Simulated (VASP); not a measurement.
Write the native input for VASP 6.6.1 that does the following.

* Task: relaxation of the atoms
* Functional: PBE
* Dispersion: D3(BJ)
* Potentials or basis: VASP PAW PBE potentials, release 64 (Te, Pb_d)
* Cutoff: 600 eV
* k mesh: 8 × 8 × 8
* Occupations: gaussian, width 0.03 eV
* Spin: no spin polarisation
* Further INCAR settings: ALGO = Normal; EDIFF = 1e-07; IBRION = 2; EDIFFG = -0.01; NSW = 40

The structure of TePb lies in POSCAR:

```
TePb                                    
1.0
    0.0000000000      3.2350017807      3.2350017807
    3.2350017807      0.0000000000      3.2350017807
    3.2350017807      3.2350017807      0.0000000000
  Te              Pb            
     1     1
Direct
     0.5000000000000000    0.5000000000000000    0.5000000000000000
     0.0000000000000000    0.0000000000000000    0.0000000000000000
```

One way to write it, as run:

INCAR

```
PREC = Accurate
ENCUT = 600
EDIFF = 1E-7
ISMEAR = 0
SIGMA = 0.03
LREAL = F
LASPH = T
NELM = 80
ALGO = Normal
ISIF = 2
LWAVE = F
LCHARG = F
GGA = PE
IVDW = 12
IBRION = 2
NSW = 40
EDIFFG = -0.01
```

KPOINTS

```
regular mesh
0
Gamma
  8 8 8
```

Potentials or basis: VASP PAW PBE potentials, release 64 (Te, Pb_d).

Launch:

```sh
$ cat potpaw_PBE.64/Te/POTCAR potpaw_PBE.64/Pb_d/POTCAR > POTCAR
$ mpirun -np 1 vasp_std > vasp.out
```

It gave:

```yaml
Pressure_after_relaxing: 0.0 GPa
Band_gap_on_the_k_mesh: 0.74 eV, direct
Dispersion_energy_per_atom: -0.401 eV
```

Caveat: the relaxation stopped at its first step, so nothing moved; spin-orbit coupling is left out, which as a rule narrows the gap of such compounds by several tenths of an eV.

It took 18 s on 1 thread of Intel(R) Xeon(R) 6975P-C (Granite Rapids) (shared host), peak memory 0.26 GiB.
